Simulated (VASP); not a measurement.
# C (Fd-3m) in VASP: a series of runs, part 3 of 3

VASP 6.6.1. The steps go on from the part before.

### 6 Relaxation of the atoms, PBE (a relaxed cell with its volume scaled by 1.04)

The input, INCAR:

```
SYSTEM = C
PREC = Accurate
ENCUT = 600
EDIFF = 1E-7
ISMEAR = 0
SIGMA = 0.03
LREAL = .False.
LASPH = .True.
NELM = 80
ALGO = Normal
ISIF = 2
LWAVE = .False.
LCHARG = .False.
GGA = PE
IBRION = 2
NSW = 40
EDIFFG = -0.01
```

The input, KPOINTS:

```
regular mesh
0
Gamma
  14 14 14
  0 0 0
```

The input, POSCAR:

```
C                                       
1.0
    0.0000000000      1.8093055848      1.8093055848
    1.8093055848      0.0000000000      1.8093055848
    1.8093055848      1.8093055848      0.0000000000
  C             
     2
Direct
     0.0000000000000000    0.0000000000000000    0.0000000000000000
     0.2500000000000000    0.2500000000000000    0.2500000000000000
```

Potentials or basis: VASP PAW PBE potentials, release 64 (C).

Command:

```sh
> cat potpaw_PBE.64/C/POTCAR > POTCAR
> mpirun -np 1 vasp_std > vasp.out
```

OUTCAR:

```text
SYSTEM = C
   PREC = Accurate
   ENCUT = 600
   EDIFF = 1E-7
   ISMEAR = 0
   LREAL = .False.
   LASPH = .True.
   NELM = 80
   ISIF = 2
   GGA = PE
   IBRION = 2
   NSW = 40
   EDIFFG = -0.01

 ion  position               nearest neighbor table
   1  0.000  0.000  0.000-   2 1.57   2 1.57   2 1.57   2 1.57
   2  0.250  0.250  0.250-   1 1.57   1 1.57   1 1.57   1 1.57

  LATTYP: Found a face centered cubic cell.
 ALAT       =     3.6186111696

  Lattice vectors:

 A1 = (   0.0000000000,   1.8093055848,   1.8093055848)
 A2 = (   1.8093055848,   0.0000000000,   1.8093055848)
 A3 = (   1.8093055848,   1.8093055848,   0.0000000000)

Analysis of symmetry for initial positions (statically):
=====================================================================
 Subroutine PRICEL returns:
 Original cell was already a primitive cell.

 Routine SETGRP: Setting up the symmetry group for a
 face centered cubic supercell.

 Subroutine GETGRP returns: Found 48 space group operations
 (whereof 24 operations were pure point group operations)
 out of a pool of 48 trial point group operations.

The static configuration has the point symmetry T_d .
 The point group associated with its full space group is O_h .

Analysis of symmetry for dynamics (positions and initial velocities):
=====================================================================
 Subroutine PRICEL returns:
 Original cell was already a primitive cell.

 Routine SETGRP: Setting up the symmetry group for a
 face centered cubic supercell.

 Subroutine GETGRP returns: Found 48 space group operations
 (whereof 24 operations were pure point group operations)
 out of a pool of 48 trial point group operations.

The dynamic configuration has the point symmetry T_d .
 The point group associated with its full space group is O_h .

 Subroutine INISYM returns: Found 48 space group operations
 (whereof 24 operations are pure point group operations),
 and found     1 'primitive' translations

[... 115 lines left out ...]
  volume/ion in A,a.u.               =       5.92        39.97
  Fermi-wavevector in a.u.,A,eV,Ry     =   1.436315  2.714241 28.068813  2.063000
  Thomas-Fermi vector in A             =   2.555516
   LORBIT       =      0    0 simple, 1 ext, 2 COOP (PROOUT), +10 PAW based schemes
   GGA     = PE    functional components
   LHFCALC =     F    Hartree Fock is set to
   AEXX    =    0.0000 exact exchange contribution
   IVDW    =     0    specifies the selected vdW correction
   LEPSILON=     F    determine dielectric tensor
   LRPA    =     F    only Hartree local field effects (RPA)
 conjugate gradient relaxation of ions
 non-spin polarized calculation
 Gauss-broadening in eV      SIGMA  =   0.03
  energy-cutoff  :      600.00
  volume of cell :       11.85
 maximum number of plane-waves:       411
   NGX = 11   NGY = 11   NGZ = 11

 number of electron       8.0000001 magnetization

 Free energy of the ion-electron system (eV)
  ---------------------------------------------------
  ext. energy  EPLUGINS =         0.00000000
  ---------------------------------------------------
  free energy    TOTEN  =       -18.16901005 eV

  energy without entropy =      -18.16901005  energy(sigma->0) =      -18.16901005

 E-fermi :   9.3234     XC(G=0): -13.0343

 val. band max:        9.1113551080   @ k =   0.0000   0.0000   0.0000
 cond. band min:      13.1465831721   @ k =   0.3571   0.3571   0.0000
 fundamental gap:      4.0352280641
 Fermi energy:         9.3233826209

 k-point     1 :       0.0000    0.0000    0.0000
  band No.  band energies     occupation
      1     -11.7914      2.00000
      2       9.1114      2.00000
      3       9.1114      2.00000
      4       9.1114      2.00000
      5      14.5830      0.00000
      6      14.5830      0.00000
      7      14.5830      0.00000
      8      21.4639      0.00000
[... 243 lines left out ...]
 k-point    24 :       0.2857    0.1429    0.0000
  band No.  band energies     occupation
      1      -9.8021      2.00000
      2       3.2684      2.00000
      3       5.9384      2.00000
      4       6.5830      2.00000
      5      14.8764      0.00000
      6      18.6824      0.00000
      7      18.8718      0.00000
      8      21.0597      0.00000

 [... further k-points ...]
[... 5 lines left out ...]
  --------------------------------------------------------------------------------------
  -------------------------------------------------------------------------------------
  Total       -1.1741868     -1.1741868     -1.1741868      0.0000000      0.0000000      0.0000000
  in kB     -158.8115234   -158.8115234   -158.8115234      0.0000000      0.0000000      0.0000000
  external PRESSURE =    -158.8115234 kB  Pullay stress =       0.0000000 kB

 VOLUME and BASIS-vectors are now :
 -----------------------------------------------------------------------------
  energy-cutoff  :      600.00
  volume of cell :       11.85
      direct lattice vectors                 reciprocal lattice vectors
     0.000000000  1.809305585  1.809305585    -0.276349117  0.276349117  0.276349117
     1.809305585  0.000000000  1.809305585     0.276349117 -0.276349117  0.276349117
     1.809305585  1.809305585  0.000000000     0.276349117  0.276349117 -0.276349117

 POSITION                                       TOTAL-FORCE (eV/Angst)
 -----------------------------------------------------------------------------------
      0.00000      0.00000      0.00000        -0.000000     -0.000000      0.000000
      0.90465      0.90465      0.90465         0.000000      0.000000     -0.000000
 -----------------------------------------------------------------------------------
    total drift:                                0.000000      0.000000      0.000000

  FREE ENERGIE OF THE ION-ELECTRON SYSTEM (eV)
  ---------------------------------------------------
  free  energy   TOTEN  =       -18.1690100514 eV

  energy  without entropy=      -18.1690100514  energy(sigma->0) =      -18.16901005

 reached required accuracy - stopping structural energy minimisation
```

OSZICAR:

```text
N       E                     dE             d eps       ncg     rms          rms(c)
DAV:   1     0.286755832138E+01    0.28676E+01   -0.54925E+03  1696   0.111E+03
DAV:   2    -0.185787259599E+02   -0.21446E+02   -0.20724E+02  2648   0.122E+02
DAV:   3    -0.187256791296E+02   -0.14695E+00   -0.14695E+00  1776   0.134E+01
DAV:   4    -0.187259055471E+02   -0.22642E-03   -0.22642E-03  2448   0.574E-01
DAV:   5    -0.187259056158E+02   -0.68724E-07   -0.68724E-07  1736   0.629E-03    0.522E+00
DAV:   6    -0.183084020327E+02    0.41750E+00   -0.32111E-01  1720   0.448E+00    0.313E+00
DAV:   7    -0.181677634833E+02    0.14064E+00   -0.35855E-01  2000   0.485E+00    0.690E-01
DAV:   8    -0.181689752488E+02   -0.12118E-02   -0.18480E-03  1776   0.497E-01    0.444E-02
DAV:   9    -0.181689966870E+02   -0.21438E-04   -0.12580E-04  2416   0.994E-02    0.266E-02
DAV:  10    -0.181690102299E+02   -0.13543E-04   -0.14760E-05  1680   0.443E-02    0.562E-03
DAV:  11    -0.181690100663E+02    0.16368E-06   -0.44080E-08  2368   0.224E-03    0.140E-03
DAV:  12    -0.181690100514E+02    0.14838E-07   -0.12110E-08   840   0.137E-03
   1 F= -.18169010E+02 E0= -.18169010E+02  d E =-.181690E+02
```

CONTCAR:

```text
C
   1.00000000000000
     0.0000000000000000    1.8093055847999999    1.8093055847999999
     1.8093055847999999    0.0000000000000000    1.8093055847999999
     1.8093055847999999    1.8093055847999999    0.0000000000000000
  C
     2
Direct
     0.0000000000000000    0.0000000000000000    0.0000000000000000
     0.2500000000000000    0.2500000000000000    0.2500000000000000

  0.00000000E+00  0.00000000E+00  0.00000000E+00
  0.00000000E+00  0.00000000E+00  0.00000000E+00
```

Run time: 7 s. Hardware: 1 thread of Intel Xeon Platinum 8559C (Emerald Rapids), shared host; peak memory 0.12 GiB.

What came out:

```yaml
Free_energy: -18.1690 eV
Pressure_after_relaxing: -15.9 GPa
Band_gap_on_the_k_mesh: 4.04 eV, indirect (least direct gap 5.47 eV)
```

Final structure:
```yaml
crystal:
  lattice:
    - [0.00000, 1.80931, 1.80931]
    - [1.80931, 0.00000, 1.80931]
    - [1.80931, 1.80931, 0.00000]
  atoms:
    - { symbol: C, position: [0.00000, 0.00000, 0.00000] }
    - { symbol: C, position: [0.25000, 0.25000, 0.25000] }
```

Levels at points of the mesh, in eV from the valence-band top:
```tsv
k point	band 1	band 2	band 3	band 4	band 5	band 6	band 7	band 8
(0.00, 0.00, 0.00)	-20.90	0.00	0.00	0.00	5.47	5.47	5.47	12.35
(0.50, 0.00, 0.00)	-15.37	-12.90	-2.69	-2.69	8.27	8.28	8.28	15.29
(0.50, 0.50, 0.00)	-12.46	-12.46	-6.04	-6.04	4.67	4.67	16.15	16.15
```

Caveat: the relaxation stopped at its first step, so nothing moved. A k mesh can miss the band edges.

### 7 Overview

```tsv
cell	gap on the mesh (eV)	pressure (GPa)
atoms relaxed from: a relaxed cell with its volume scaled by 0.96	4.21	19.1
atoms relaxed from: a relaxed cell with its volume scaled by 0.98	4.17	9.1
atoms relaxed	4.12	0.0
atoms relaxed from: a relaxed cell with its volume scaled by 1.02	4.08	-8.3
atoms relaxed from: a relaxed cell with its volume scaled by 1.04	4.04	-15.9
```

Alike in all rows: task relaxation of the atoms; level PBE; potentials or basis VASP PAW PBE potentials, release 64 (C); no spin polarisation; k mesh 14 × 14 × 14; cutoff (eV) 600; smearing gaussian 0.03 eV.

Caveats: the relaxation stopped at its first step, so nothing moved.

Total energies depend on the potentials used, so only differences within one code and one set of settings carry meaning.
